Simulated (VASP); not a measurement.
Write the native input for VASP 6.6.1 that does the following.

```
Task                   : single point
Functional             : LDA
Potentials or basis    : VASP PAW LDA potentials, release 64 (Co, O)
Cutoff                 : 520 eV
k mesh                 : 8 × 8 × 7
Occupations            : gaussian, width 0.05 eV
Spin                   : collinear spin, random start
Starting moments       : [-1.94, 0.0] μB
Hubbard terms          : Co d U = 6 eV
Further INCAR settings : ALGO = Fast; EDIFF = 1e-07; NBANDS = 18
```

The structure of CoO lies in POSCAR:

```
CoO
1.0
    2.8562992300      0.0000000000      0.0000000000
   -1.4281496100      2.4736276900      0.0000000000
    0.0000000000      0.0000000000      2.7876065300
Co O
1 1
Direct
    0.0000000000      0.0000000000      0.0000000000
    0.6666666667      0.3333333333      0.5000000000
```

Measurements of this composition are mostly on another form, of space group No. 225.

These files were run (other wordings do the same):

INCAR

```
SYSTEM = CoO
PREC     = Accurate       ! precision mode
ENCUT    = 520            ! plane-wave cutoff, eV
EDIFF    = 1E-7           ! SCF threshold, eV
ISMEAR   = 0              ! smearing method
SIGMA    = 0.05           ! smearing width, eV
LREAL    = .False.        ! projectors in reciprocal space
LASPH    = .True.         ! aspherical terms in the spheres
NELM     = 150            ! most SCF steps
ALGO     = Fast           ! electronic algorithm
ISIF     = 2              ! what is computed and relaxed
LWAVE    = .False.        ! write WAVECAR
LCHARG   = .False.        ! write CHGCAR
ISPIN    = 2              ! spin polarisation
MAGMOM   = -1.94 0        ! initial moments
LORBIT   = 11             ! projections on sites
LMAXMIX  = 4              ! l up to which the mixer works
LDAU     = .True.         ! DFT+U
LDAUTYPE = 2            
LDAUL    = 2 -1           ! shell
LDAUU    = 6 0            ! U, eV
LDAUJ    = 0 0          
LDAUPRINT= 1            
GGA      = CA             ! functional
NBANDS   = 18             ! bands
```

KPOINTS

```
Automatic mesh
0
Gamma
  8 8 7
  0 0 0
```

Potentials or basis: VASP PAW LDA potentials, release 64 (Co, O).

Run with:

```sh
$ cat potpaw_LDA.64/Co/POTCAR potpaw_LDA.64/O/POTCAR > POTCAR
$ mpirun -np 1 vasp_std > vasp.out
```

Results of the run:

```yaml
Pressure: -21.9 GPa
Band_gap_on_the_k_mesh: none (metal or under the smearing width)
Net_moment: -3.00 μB per cell
Site_moments: Co -2.74; O -0.25 μB
Valence_electrons_inside_the_program's_atomic_spheres: Co 7.83; O 4.94
```

Caveat: a cell with one magnetic atom can't hold antiferromagnetic order, which such compounds often take.

Wall time 20 s on 1 thread of Intel(R) Xeon(R) Platinum 8488C (Sapphire Rapids), with other jobs on the host, peak memory 0.14 GiB.
